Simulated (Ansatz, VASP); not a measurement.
One calculation of CdF2, two programs

The input INCAR:

```
SYSTEM = CdF2
  ALGO = Normal
  EDIFF = 1E-6
  ENCUT = 520
  GGA = PE
  ISIF = 2
  ISMEAR = -1
  LASPH = .True.
  LCHARG = .True.
  LELF = .True.
  LREAL = .False.
  LVHAR = .True.
  LWAVE = .False.
  NBANDS = 20
  NELM = 80
  PREC = Accurate
  SIGMA = 0.02
```

KPOINTS

```
k-points
0
Gamma
  8 8 8
  0 0 0
```

The input POSCAR:

```
CdF2
1.0
    0.0000000000      2.7383621950      2.6941776810
    2.7383621950      0.0000000000      2.6941776810
    2.7383621950      2.7383621950      0.0000000000
Cd F
1 2
Direct
    0.0000000000      0.0000000000      0.0000000000
    0.2500000000      0.2500000000      0.2500000000
    0.7500000000      0.7500000000      0.7500000000
```

Input for Ansatz:

```yaml
crystal:
  lattice:
    - [0.0, 2.738362195, 2.694177681]
    - [2.738362195, 0.0, 2.694177681]
    - [2.738362195, 2.738362195, 0.0]
  atoms:
    - { symbol: Cd, position: [0.0, 0.0, 0.0] }
    - { symbol: F, position: [0.25, 0.25, 0.25] }
    - { symbol: F, position: [0.75, 0.75, 0.75] }
kpoints:
  mp_grid: { grid: [8, 8, 8] }
  band_path:
    path:
      - [0.0, 0.0, 0.0]
      - [0.5, 0.0, 0.5]
      - [0.625, 0.25, 0.625]
      - [0.375, 0.375, 0.75]
      - [0.5, 0.5, 0.5]
      - [0.5, 0.25, 0.75]
    npoints: 1
hamiltonian:
  xc: pbe
scf:
  occupations: { method: fermi_dirac, width: 0.02 }
  n_extra_bands: 4
output:
  forces: true
  stress: true
  eigenvalues: true
```

Change from the starting cell: biaxial_xy strain +1.6%.

Alike in both runs: task single point; functional PBE; k mesh 8 × 8 × 8; occupations fermi-dirac, width 0.02 eV; no spin polarisation.

|  | VASP | Ansatz |
| --- | --- | --- |
| version | VASP 6.6.1 | Ansatz 0.2.0 |
| potentials or method | VASP PAW PBE potentials, release 64 (Cd, F) | plane waves, PAW |
| plane-wave cutoff (eV) | 520 | 420 |
| valence electrons in the cell | 26 | 34 |

```csv
,VASP,Ansatz,Ansatz less VASP
gap on the k mesh at the Fermi level (eV),2.94,2.97,+0.031
pressure (GPa),2.5,1.8,-0.61
largest component of the traceless stress (GPa),1.15,1.16,+0.018
```

With one functional, cell and mesh, what is left measures potentials, basis and numerics. The two sets of potentials don't hold the same shells in valence.

A k mesh can miss the band edges.
